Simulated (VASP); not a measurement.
# MnO in VASP: the effect of exact exchange

Crystal: MnO.

```
Mn O
1.0
     0.00000    2.22200    2.22200
     2.22200    0.00000    2.22200
     2.22200    2.22200    0.00000
Mn O
1 1
Direct
  0.00000 0.00000 0.00000
  0.50000 0.50000 0.50000
```

Alike in all runs:

| Item | Value |
| --- | --- |
| Program | VASP 6.6.1 |
| Task | single point |
| Functional | PBE0(alpha) |
| Potentials or basis | VASP PAW PBE potentials, release 64 (Mn_pv, O) |
| Cutoff | 520 eV |
| k mesh | 5 × 5 × 5 |
| Occupations | fermi-dirac, width 0.05 eV |
| Spin | collinear spin, ferromagnetic start |
| Starting moments | [4.0, 0.0] μB |

| exact exchange | gap on the mesh (eV) | pressure (GPa) |
| --- | --- | --- |
| 0.05 | none | 2.5 |
| 0.1 | 0.51 | 3.9 |
| 0.15 | 1.07 | 3.2 |
| 0.2 | 1.63 | 2.5 |
| 0.25 | 2.19 | 1.8 |
| 0.3 | ? | ? |
| 0.4 | 3.90 | -0.1 |
| 0.5 | 5.05 | -1.3 |

Q: What does the run with exact exchange 0.3 give?

A: gap on the mesh 2.76 eV; pressure 1.3 GPa.

Worked out: A parabola through the other rows of the pressure, of slope -11.6 GPa per unit of exact exchange there, gives 1.6 GPa, against the run's 1.3.

Caveats: all runs use coarse meshes; the PAW data sets were made with another functional, which shifts forces and pressure a little; a cell with one magnetic atom can't hold antiferromagnetic order, which such compounds often take; an odd mesh through Γ misses points on the zone boundary, where band edges often lie (some runs).

A gap of «none» marks a metal or a gap under the smearing width.
